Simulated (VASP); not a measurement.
VASP 6.6.1, PBE single-point calculation, C (strained diamond)

INCAR

```
ENCUT = 520
ISMEAR = -1
ISIF = 2
PREC = Accurate
LCHARG = .FALSE.
LREAL = .FALSE.
GGA = PE
SIGMA = 0.02
NBANDS = 11
LASPH = .TRUE.
NELM = 120
IBRION = -1
EDIFF = 1E-7
NSW = 0
LWAVE = .FALSE.
```

KPOINTS

```
KPOINTS created by Atomic Simulation Environment
0
Gamma
12 12 12
0 0 0
```

KPOINTS_OPT

```
special points
7
Reciprocal
0.0000000000 0.0000000000 0.0000000000 1
0.5000000000 0.0000000000 0.5000000000 1
0.6250000000 0.2500000000 0.6250000000 1
0.3750000000 0.3750000000 0.7500000000 1
0.5000000000 0.5000000000 0.5000000000 1
0.5000000000 0.2500000000 0.7500000000 1
0.0000000000 0.3684900000 0.3684900000 1
```

POSCAR

```
C
 1.0000000000000000
     0.0000000000000000    1.7267204183000000    1.7920512418000001
     1.7267204183000000    0.0000000000000000    1.7920512418000001
     1.7267204183000000    1.7267204183000000    0.0000000000000000
 C
   2
Cartesian
  0.0000000000000000  0.0000000000000000  0.0000000000000000
  0.8633602091499999  0.8633602091499999  0.8960256208999998
```

VASP ran with the recommended PBE PAW datasets (8 valence electrons in the cell).

Command

```
mpirun -np 1 vasp_std
```

From OUTCAR

```
k-points           NKPTS =    163   k-points in BZ     NKDIM =    163   number of bands    NBANDS=     11

   NELECT =       8.0000    total number of electrons

   dimension x,y,z NGX =    20 NGY =   20 NGZ =   18
   dimension x,y,z NGXF=    40 NGYF=   40 NGZF=   36

  energy-cutoff  :      520.00
  volume of cell :       10.69
      direct lattice vectors                 reciprocal lattice vectors
     0.000000000  1.726720418  1.792051242    -0.289566275  0.289566275  0.279009879
     1.726720418  0.000000000  1.792051242     0.289566275 -0.289566275  0.279009879
     1.726720418  1.726720418  0.000000000     0.289566275  0.289566275 -0.279009879

 k-points in reciprocal lattice and weights: KPOINTS created by Atomic Simulation Env
   0.00000000  0.00000000  0.00000000       0.001
   0.08333333 -0.00000000  0.00000000       0.005
   0.16666667 -0.00000000  0.00000000       0.005
   0.25000000 -0.00000000  0.00000000       0.005
   0.33333333  0.00000000  0.00000000       0.005
   0.41666667 -0.00000000  0.00000000       0.005
   0.50000000 -0.00000000  0.00000000       0.002
   0.08333333  0.08333333  0.00000000       0.001
   ...

 E-fermi :  11.2034

 k-point     1 :       0.0000    0.0000    0.0000
  band No.  band energies     occupation
      1     -11.6815      2.00000
      2      10.2095      2.00000
      3      10.8184      2.00000
      4      10.8184      2.00000
      5      16.2267      0.00000
      6      16.2267      0.00000
      7      16.6994      0.00000
      8      25.3169      0.00000
      9      30.7076      0.00000
     10      36.6245      0.00000
     11      37.4914      0.00000

 k-point     2 :       0.0833   -0.0000    0.0000
  band No.  band energies     occupation
      1     -11.4811      2.00000
      2       9.2576      2.00000
      3      10.1321      2.00000
      4      10.4838      2.00000
      5      16.6887      0.00000
      6      16.7735      0.00000
      7      17.3720      0.00000
      8      25.4365      0.00000
      9      31.0334      0.00000
     10      34.6109      0.00000
     11      36.3365      0.00000

 k-point     3 :       0.1667   -0.0000    0.0000
  band No.  band energies     occupation
      1     -10.8819      2.00000
      2       6.6819      2.00000
      3       9.2971      2.00000
      4       9.7711      2.00000
      5      17.6759      0.00000
      6      17.6990      0.00000
      7      18.6243      0.00000
      8      25.7730      0.00000
      9      31.6813      0.00000
     10      33.2531      0.00000
     11      34.4805      0.00000

 k-point     4 :       0.2500   -0.0000    0.0000
  band No.  band energies     occupation
      1      -9.8918      2.00000
      2       3.7378      2.00000
      3       8.4851      2.00000
      4       9.0506      2.00000
      5      18.3922      0.00000
      6      18.6685      0.00000
      7      19.6236      0.00000
      8      26.2311      0.00000
      9      32.0091      0.00000
     10      33.2870      0.00000
     11      33.8420      0.00000

 k-point     5 :       0.3333    0.0000    0.0000
  band No.  band energies     occupation
      1      -8.5296      2.00000
      2       0.8410      2.00000
      3       7.8411      2.00000
      4       8.4874      2.00000
      5      18.7258      0.00000
      6      19.2519      0.00000
      7      20.2399      0.00000
      8      26.6294      0.00000
      9      32.3281      0.00000
     10      34.4699      0.00000
     11      34.5315      0.00000

 k-point     6 :       0.4167   -0.0000    0.0000
  band No.  band energies     occupation
      1      -6.8603      2.00000
      2      -1.7925      2.00000
      3       7.4365      2.00000
      4       8.1386      2.00000
      5      18.7941      0.00000
      6      19.4622      0.00000
      7      20.5507      0.00000
      8      26.8291      0.00000
      9      32.9140      0.00000
     10      36.1587      0.00000
     11      36.2282      0.00000

 k-point     7 :       0.5000   -0.0000    0.0000
  band No.  band energies     occupation
      1      -5.5477      2.00000
      2      -3.4328      2.00000
      3       7.2993      2.00000
      4       8.0212      2.00000
      5      18.7896      0.00000
      6      19.4990      0.00000
      7      20.6449      0.00000
      8      26.8741      0.00000
      9      33.3510      0.00000
     10      35.9106      0.00000
     11      37.2668      0.00000

 k-point     8 :       0.0833    0.0833    0.0000
  band No.  band energies     occupation
      1     -11.4276      2.00000
      2       9.5833      2.00000
      3       9.8459      2.00000
      4       9.8459      2.00000
      5      16.5371      0.00000
      6      17.4555      0.00000
      7      17.4555      0.00000
      8      25.4081      0.00000
      9      31.1021      0.00000
     10      32.2787      0.00000
     11      39.1679      0.00000

 k-point     9 :       0.1667    0.0833    0.0000
  band No.  band energies     occupation
      1     -10.9747      2.00000
      2       7.6074      2.00000
      3       9.0180      2.00000
      4       9.3945      2.00000
      5      16.8728      0.00000
      6      18.6170      0.00000
      7      18.6413      0.00000
      8      25.3369      0.00000
      9      31.0088      0.00000
     10      31.6908      0.00000
     11      37.3020      0.00000

 k-point    10 :       0.2500    0.0833    0.0000
  band No.  band energies     occupation
      1     -10.1277      2.00000
      2       4.8488      2.00000
      3       8.2968      2.00000
      4       8.6182      2.00000
      5      17.7330      0.00000
      6      19.6151      0.00000
      7      19.6741      0.00000
      8      25.3417      0.00000
      9      31.0808      0.00000
     10      32.2795      0.00000
     11      36.1629      0.00000

 k-point    11 :       0.3333    0.0833    0.0000
  band No.  band energies     occupation
      1      -8.9007      2.00000
      2       1.9762      2.00000
      3       7.7795      2.00000
      4       7.8072      2.00000
      5      18.4001      0.00000
      6      20.2634      0.00000
      7      20.2766      0.00000
      8      25.7600      0.00000
      9      32.2352      0.00000
     10      32.4640      0.00000
     11      36.2876      0.00000

 k-point    12 :       0.4167    0.0833    0.0000
  band No.  band energies     occupation
      1      -7.3326      2.00000
      2      -0.7419      2.00000
      3       7.0766      2.00000
      4       7.5913      2.00000
      5      18.7212      0.00000
      6      20.3721      0.00000
      7      20.6545      0.00000
      8      26.4708      0.00000
      9      32.5014      0.00000
     10      34.1212      0.00000
     11      37.2903      0.00000

 k-point    13 :       0.5000    0.0833    0.0000
  band No.  band energies     occupation
      1      -5.6666      2.00000
      2      -2.9576      2.00000
      3       6.6009      2.00000
      4       7.6521      2.00000
      5      18.9509      0.00000
      6      20.1625      0.00000
      7      20.8239      0.00000
      8      26.9147      0.00000
      9      32.6891      0.00000
     10      35.7453      0.00000
     11      37.4567      0.00000

 k-point    14 :      -0.4167    0.0833    0.0000
  band No.  band energies     occupation
      1      -6.0713      2.00000
      2      -2.4616      2.00000
      3       6.3989      2.00000
      4       7.9709      2.00000
      5      19.2369      0.00000
      6      19.8231      0.00000
      7      20.8019      0.00000
      8      26.8277      0.00000
      9      32.6447      0.00000
     10      35.5548      0.00000
     11      36.2089      0.00000

 k-point    15 :      -0.3333    0.0833    0.0000
  band No.  band energies     occupation
      1      -7.7809      2.00000
      2      -0.0224      2.00000
      3       6.4939      2.00000
      4       8.5123      2.00000
      5      19.3482      0.00000
      6      19.4746      0.00000
      7      20.6121      0.00000
      8      26.3324      0.00000
      9      32.4652      0.00000
     10      33.4487      0.00000
     11      36.4007      0.00000

 k-point    16 :      -0.2500    0.0833    0.0000
  band No.  band energies     occupation
      1      -9.2646      2.00000
      2       2.7789      2.00000
      3       6.8885      2.00000
      4       9.2175      2.00000
      5      18.6086      0.00000
      6      19.2996      0.00000
      7      20.2901      0.00000
      8      25.7823      0.00000
      9      32.2999      0.00000
     10      32.4167      0.00000
     11      35.6657      0.00000

 ...

  Total        2.9829397      2.9829397      0.4359962      0.0000000      0.0000000      0.0000000
  in kB      447.2296571    447.2296571     65.3685425      0.0000000      0.0000000      0.0000000
  external PRESSURE =     319.9426189 kB  Pullay stress =       0.0000000 kB

 POSITION                                       TOTAL-FORCE (eV/Angst)
 -----------------------------------------------------------------------------------
      0.00000      0.00000      0.00000         0.000000      0.000000      0.000000
      0.86336      0.86336      0.89603         0.000000     -0.000000     -0.000000
 -----------------------------------------------------------------------------------
    total drift:                                0.000000      0.000000      0.000000

  FREE ENERGIE OF THE ION-ELECTRON SYSTEM (eV)
  ---------------------------------------------------
  free  energy   TOTEN  =       -18.0852245968 eV

  energy  without entropy=      -18.0852245968  energy(sigma->0) =      -18.08522460
```

The gap between bands v and c is 3.76 eV. The least direct gap is 5.41 eV. The pressure is 32.0 GPa.

Band v is the last that the valence electrons fill when counted band by band, and c is the next.

The run took about 14 s on one core of a shared host (Intel Xeon Platinum 8488C) and held 0.14 GiB at most.
